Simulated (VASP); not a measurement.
# CdSe: convergence, relaxation of the cell

CdSe, F-43m (no. 216), 2 atoms in the cell. LAK; PAW potentials Cd, Se (PBE set). VASP 6.6.1. The cell is changed on purpose: volume scaled by 1.1.

Wanted: cell volume within 1 %; lattice lengths within 0.4 %; shortest distances from each atom, periodic images included within 0.02 Å.

What the run is for: cell; Accuracy asked: screening.

The series start from Plane-wave cutoff (eV): 410; k-point mesh: 5 × 5 × 5; Relaxation passes: 2; Ionic threshold (EDIFFG): -0.005; Electronic threshold (eV): 1e-6; Precision mode (PREC): Accurate; Relaxation algorithm: IBRION=2 POTIM=0.5. Each series keeps the choices made before it, and each single choice may use up half of a tolerance. Times cover all steps of a run.

## Plane-wave cutoff (eV)

| Plane-wave cutoff (eV) | Cell volume (Å³) | Lattice lengths, largest deviation against the largest value | Shortest distances from each atom, periodic images included, largest deviation (Å) | Time (s) |
|---|---|---|---|---|
| 280 | 60.25 | 0.36 % | 0.010 | 81 |
| 320 | 60.93 | 0.012 % | 0.000 | 108 |
| 360 | 60.55 | 0.2 % | 0.005 | 121 |
| 410 | 60.59 | 0.18 % | 0.005 | 170 |
| 480 | 60.92 | 0.0054 % | 0.000 | 149 |
| 580 | 60.9 | 0.0032 % | 0.000 | 216 |
| 720 (reference) | 60.91 | 0 % | 0.000 | 272 |

Chosen: 480, the loosest value from which every tighter one stays within half of the tolerance.

## k-point mesh

| k-point mesh | Cell volume (Å³) | Lattice lengths, largest deviation against the largest value | Shortest distances from each atom, periodic images included, largest deviation (Å) | Time (s) |
|---|---|---|---|---|
| 3 × 3 × 3 | 61.54 | 0.35 % | 0.010 | 125 |
| 4 × 4 × 4 | 61.02 | 0.072 % | 0.002 | 136 |
| 5 × 5 × 5 | 60.92 | 0.017 % | 0.000 | 149 |
| 6 × 6 × 6 | 60.89 | 0.0025 % | 0.000 | 124 |
| 8 × 8 × 8 (reference) | 60.89 | 0 % | 0.000 | 165 |

Chosen: 4 × 4 × 4.

## Relaxation passes

| Relaxation passes | Cell volume (Å³) | Lattice lengths, largest deviation against the largest value | Shortest distances from each atom, periodic images included, largest deviation (Å) | Time (s) |
|---|---|---|---|---|
| 1 | 61.02 | 0 % | 0.000 | 83 |
| 2 | 61.02 | 0 % | 0.000 | 136 |
| 3 (reference) | 61.02 | 0 % | 0.000 | 133 |

Chosen: 1.

## Ionic threshold (EDIFFG)

| Ionic threshold (EDIFFG) | Cell volume (Å³) | Lattice lengths, largest deviation against the largest value | Shortest distances from each atom, periodic images included, largest deviation (Å) | Time (s) |
|---|---|---|---|---|
| -0.05 | 61.02 | 0.021 % | 0.001 | 75 |
| -0.02 | 61.02 | 0.021 % | 0.001 | 75 |
| -0.01 | 61.02 | 0.021 % | 0.001 | 70 |
| -0.005 | 61.02 | 0.021 % | 0.001 | 83 |
| -0.002 (reference) | 61.05 | 0 % | 0.000 | 152 |

Chosen: -0.05.

## Electronic threshold (eV)

| Electronic threshold (eV) | Cell volume (Å³) | Lattice lengths, largest deviation against the largest value | Shortest distances from each atom, periodic images included, largest deviation (Å) | Time (s) |
|---|---|---|---|---|
| 0.0001 | 61.05 | 0.011 % | 0.000 | 59 |
| 1e-5 | 61.02 | 0.0059 % | 0.000 | 66 |
| 1e-6 | 61.02 | 0.0075 % | 0.000 | 75 |
| 1e-7 (reference) | 61.03 | 0 % | 0.000 | 86 |

Chosen: 0.0001.

## Precision mode (PREC)

| Precision mode (PREC) | Cell volume (Å³) | Lattice lengths, largest deviation against the largest value | Shortest distances from each atom, periodic images included, largest deviation (Å) | Time (s) |
|---|---|---|---|---|
| Normal | 61.02 | 0.016 % | 0.000 | 40 |
| Accurate (reference) | 61.05 | 0 % | 0.000 | 59 |

Chosen: Normal.

## Relaxation algorithm

| Relaxation algorithm | Cell volume (Å³) | Lattice lengths, largest deviation against the largest value | Shortest distances from each atom, periodic images included, largest deviation (Å) | Time (s) |
|---|---|---|---|---|
| IBRION=2 POTIM=0.5 | 61.02 | 0 % | 0.000 | 40 |
| IBRION=2 POTIM=0.2 | 60.97 | 0.029 % | 0.001 | 38 |
| IBRION=1 POTIM=0.5 | 61.14 | 0.063 % | 0.002 | 39 |
| IBRION=1 POTIM=0.2 | 60.99 | 0.019 % | 0.001 | 40 |

Chosen: IBRION=2 POTIM=0.5; no other choice that stays within half of the tolerance saves 30 % of the time.

## All choices together

| Input | Cell volume (Å³) | Lattice lengths, largest deviation against the largest value | Shortest distances from each atom, periodic images included, largest deviation (Å) | Time (s) |
|---|---|---|---|---|
| the program's defaults (naive) | 60.14 | 0.41 % | 0.011 | 22 |
| chosen settings | 61.02 | 0.073 % | 0.002 | 40 |
| reference settings throughout | 60.89 | 0 % | 0.000 | 494 |

The tolerance is met.

Values of the reference run: Lattice lengths: 4.416, 4.416, 4.416 Å; Shortest distances from each atom, periodic images included: 2.704, 2.704, 2.704, 2.704, 2.704, 2.704, 2.704, 2.704 Å.

## The input

INCAR.step1:
```
ALGO = Normal
EDIFF = 1E-4
EDIFFG = -0.05
EFERMI = MIDGAP
ENCUT = 480
GGA_COMPAT = False
IBRION = 2
ISIF = 3
ISMEAR = 0
KPAR = 2
LASPH = True
LCHARG = False
LMIXTAU = True
LREAL = False
LWAVE = False
METAGGA = LAK
NELM = 120
NELMIN = 4
NSW = 80
POTIM = 0.5
PREC = Normal
SIGMA = 0.03
```

INCAR.step2, as INCAR.step1 but for:
```
- EDIFFG = -0.05
- IBRION = 2
- ISIF = 3
- NELMIN = 4
- NSW = 80
- POTIM = 0.5
+ ISIF = 2
```

KPOINTS:
```
Automatic mesh
0
Gamma
  4 4 4
  0 0 0
```

POSCAR.step1:
```
CdSe
1.0
    0.0000000000      3.1693799074      3.1693799074
    3.1693799074      0.0000000000      3.1693799074
    3.1693799074      3.1693799074      0.0000000000
Cd Se
1 1
Direct
    0.0000000000      0.0000000000      0.0000000000
    0.2500000000      0.2500000000      0.2500000000
```

Commands (each step's output is kept before the next begins):
```
cat potpaw_PBE.64/Cd/POTCAR potpaw_PBE.64/Se/POTCAR > POTCAR
cp INCAR.step1 INCAR
cp POSCAR.step1 POSCAR
mpirun -np 2 vasp_std > vasp.out
cp CONTCAR POSCAR
cp INCAR.step2 INCAR
mpirun -np 2 vasp_std > vasp.out
```

The chosen input took VASP 6.6.1 40 s on 2 cores (Intel Xeon Platinum 8488C (Sapphire Rapids)), a shared host.
